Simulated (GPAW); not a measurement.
The system is InPd.

```
In Pd
1.0
     3.27188    0.00000    0.00000
     0.00000    3.27188    0.00000
     0.00000    0.00000    3.27188
In Pd
1 1
Direct
  0.00000 0.00000 0.00000
  0.50000 0.50000 0.50000
```

The cell comes from a database or a generator and needn't be the stable form of this composition.

Base run:

```yaml
Program: GPAW 26.7.0
Functional: PBEsol
Potentials_or_basis: PAW data sets generated in the run's folder for this functional
Cutoff: 600 eV
Basis: pw
k_mesh: 8 × 8 × 8
Occupations: fermi-dirac, width 0.05 eV
Spin: no spin polarisation
```

Its results: pressure -3.1 GPa.

**Question.** The run is repeated on the same cell with these changes: functional from PBEsol to BLYP; band points from 80 to 60. What comes out?

**Answer.** Pressure 11.2 GPa.
